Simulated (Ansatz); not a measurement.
## CO2: changing the pressure

The cell as given:

Space group I-42d (No. 122). a = 3.949 Å, b = 3.949 Å, c = 6.028 Å, α = 90.00°, β = 90.00°, γ = 90.00°
```json
{"atom": "O", "site": "8d", "symmetry": ".2.", "x": "0.8348", "y": "0.7500", "z": "0.1250"}
{"atom": "C", "site": "4a", "symmetry": "-4..", "x": "0.0000", "y": "0.0000", "z": "0.0000"}
```

The cell comes from a database or a generator and needn't be the stable form of this composition.

Kept alike: task relaxation of cell and atoms; functional PBEsol; k mesh 9 × 9 × 9; occupations fermi-dirac, width 0.05 eV; no spin polarisation. Program: Ansatz, Ansatz PAW, cutoff 420 eV. The mesh is that of the run's cell of 6 atoms. No spin-orbit coupling.

| pressure, P (GPa) | volume (Å³/atom) |
| --- | --- |
| 0 | 7.595 |
| 2 | ? |
| 5 | 7.350 |
| 10 | 7.137 |
| 20 | 6.780 |

The relaxations keep at least the cell's symmetry (I-42d). Runs of this series that gave no sound value for these columns are left out. The runs follow the start's structure, whether or not it is the stable one at these pressures. Ansatz's relaxations hold a Pulay term in the stress (up to 1.4 GPa here). P is the pressure aimed at, which the runs meet within some hundredths to tenths of a GPa. All rows use potentials made for PBE.

Task: Fit the rows shown and predict the run at 2 GPa.

Result: Murnaghan's form V = V0 (1 + B′P/B0)^(-1/B′) through the rows shown has V0 = 7.5949, B0 = 144.3 GPa and B′ = 3.41 (largest miss 0.0002); at P = 2 it gives 7.493 Å³/atom. The run gave: volume 7.493 Å³/atom.
